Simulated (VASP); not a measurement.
Set up this calculation in VASP 6.6.1, as the native input.

* Task: single point
* Functional: PBEsol
* Potentials or basis: VASP PAW PBE potentials, release 64 (Ti_sv)
* Cutoff: 520 eV
* k mesh: 11 × 11 × 11
* Occupations: fermi-dirac, width 0.05 eV
* Spin: no spin polarisation
* Ladder: free
* Further INCAR settings: ALGO = Normal; EDIFF = 1e-07; NBANDS = 12

The structure of Ti lies in POSCAR:

```
Ti
1.0
   -1.6410000000      1.6410000000      1.6410000000
    1.6410000000     -1.6410000000      1.6410000000
    1.6410000000      1.6410000000     -1.6410000000
Ti
1
Direct
    0.0000000000      0.0000000000      0.0000000000
```

This isn't the form of Ti at room conditions, which is hcp.

These files were run (other wordings do the same):

INCAR

```
SYSTEM = Ti
PREC = Accurate
ENCUT = 520
EDIFF = 1E-7
ISMEAR = -1
SIGMA = 0.05
LREAL = .FALSE.
LASPH = .TRUE.
NELM = 60
ALGO = Normal
ISIF = 2
LWAVE = .FALSE.
LCHARG = .FALSE.
GGA = PS
NBANDS = 12
```

KPOINTS

```
Automatic mesh
0
G
  11 11 11
  0 0 0
```

Potentials or basis: VASP PAW PBE potentials, release 64 (Ti_sv).

The run is started by

```console
$ cat potpaw_PBE.64/Ti_sv/POTCAR > POTCAR
$ mpirun -np 1 vasp_std > vasp.out
```

Results of the run:

| Item | Value |
| --- | --- |
| Pressure | -7.0 GPa |
| Band gap on the k mesh | none (metal or under the smearing width) |

Caveat: the PAW data sets were made with another functional, which shifts forces and pressure a little.

It took 9.6 s on 1 thread of Intel(R) Xeon(R) Platinum 8259CL CPU @ 2.50GHz (Skylake/Cascade Lake), with other jobs on the host, peak memory 0.14 GiB.
